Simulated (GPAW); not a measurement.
Consider GaP (F-43m).

```
Ga P
1.0
     0.00000    2.72525    2.72525
     2.72525    0.00000    2.72525
     2.72525    2.72525    0.00000
Ga P
1 1
Direct
  0.00000 0.00000 0.00000
  0.75000 0.75000 0.75000
```

Absorber: atom 1, with 4 P at 2.36 Å (tetrahedral, site symmetry -43m). Method: GPAW, PBE, full core hole (charged cell), 8-atom cell with 5.5 Å between holes, 5×5×5 k points, dipole transitions, Gaussian full width 1.82 eV up to 4 eV, rising linearly to 3.5 eV at 25 eV.

Question: Where do the maxima of the Ga K edge fall?

Main maxima up to 28 eV above the zero (height): 3.4 eV (1.81) and 11.0 eV (1.06). A K edge sees empty p states on the absorber. 

The Ga K spectrum (energy from the lowest empty level; intensity scaled to a mean of 1 over the first 20 eV):

```
E (eV)  intensity
  -2.0       0.00
  -1.5       0.00
  -1.0       0.02
  -0.5       0.07
   0.0       0.19
   0.5       0.40
   1.0       0.65
   1.5       0.88
   2.0       1.12
   2.5       1.41
   3.0       1.70
   3.5       1.80
   4.0       1.66
   4.5       1.40
   5.0       1.17
   5.5       1.03
   6.0       0.95
   6.5       0.90
   7.0       0.88
   7.5       0.89
   8.0       0.89
   8.5       0.88
   9.0       0.88
   9.5       0.92
  10.0       0.99
  10.5       1.04
  11.0       1.06
  11.5       1.05
  12.0       1.04
  12.5       1.03
  13.0       1.01
  13.5       0.98
  14.0       0.95
  14.5       0.92
  15.0       0.91
  15.5       0.92
  16.0       0.93
  16.5       0.92
  17.0       0.91
  17.5       0.88
  18.0       0.85
  18.5       0.83
  19.0       0.82
  19.5       0.81
  20.0       0.81
  20.5       0.80
  21.0       0.79
  21.5       0.78
  22.0       0.77
  22.5       0.74
  23.0       0.72
  23.5       0.70
  24.0       0.69
  24.5       0.69
  25.0       0.71
  25.5       0.73
  26.0       0.77
  26.5       0.80
  27.0       0.84
  27.5       0.88
  28.0       0.91
  28.5       0.92
  29.0       0.91
```

The script folds with a Gaussian, whereas the core hole's own line is a Lorentzian, so the onset is too steep and the first peak too high. The holes are only 5.5 Å apart, so the shape is probably not converged with cell size; no larger cell was run here. The structure is a published determination, not relaxed.

[Banner, clock and machine lines of the logs are left out without a mark of their own.]

[Logs are printed without paths, hosts, clocks, repeated set-up lines and the standing remarks that a program may print on its own settings, such as how far it seeks lower states.]

[Hosts, paths, dates, database ids (printed as entryN), source tags and the programs' standing remarks are cut or masked in the printed files.]

[Lists of maxima count a maximum above −3 eV only where it reaches 4 % of the highest in the window and stands out from its surroundings by 2 % of it (1.5 % where it reaches 55 %); shoulders and weaker maxima are passed over, and of the rest the first, up to two pre-edge ones and the few strongest are named.]
